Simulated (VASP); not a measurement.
Runs of VASP 6.6.1 on TaN. It takes space group P6_3/mmc (No. 194, hexagonal). Conventional cell: a = 2.922 Å, b = 2.922 Å, c = 5.917 Å, α = 90.00°, β = 90.00°, γ = 120.00°. Ta (site symmetry -3m) is surrounded by 6 N at 2.24 Å. N (site symmetry -6m2) has 6 Ta at 2.24 Å as nearest neighbours. The cell comes from a database or a generator and needn't be the stable form of this composition.

```tsv
task	potentials or basis	cell	cutoff (eV)	gap on the mesh (eV)	pressure (GPa)	relaxed volume (Å³/atom)
relaxation of cell and atoms	VASP PAW PBE potentials, release 64 (Ta_pv, N_s)	relaxed	480	none	0.1	10.92
band structure	VASP PAW PBE potentials, release 64 (Ta_pv, N_h)	as given	900	-	-0.5	-
relaxation of cell and atoms	VASP PAW PBE potentials, release 54 (Ta_pv, N)	relaxed	600	none	0.0	10.92
relaxation of cell and atoms	VASP PAW PBE potentials, release 64 (Ta_pv, N_h)	relaxed	980	none	0.0	10.92
relaxation of cell and atoms	VASP PAW PBE potentials, release 54 (Ta, N)	relaxed	580	none	0.0	(a)
```

Alike in all rows: level PBE; no spin polarisation; k mesh 10 × 10 × 5; smearing fermi-dirac 0.05 eV.

**Question.** Fill in the values left out.

**Answer.** (a) 10.87.

Caveats: the cutoff is under 1.25 times the usual one of these potentials, so pressure, stress and relaxed cells hold a basis-set (Pulay) error (some runs); spin-orbit coupling is left out, which moves the levels of the heavy elements (some runs).

A k mesh can miss the band edges, and the runs leave out spin-orbit coupling on Ta.

A gap of «none» marks a metal or a gap under the smearing width.

The runs don't all hold the same shells in valence.
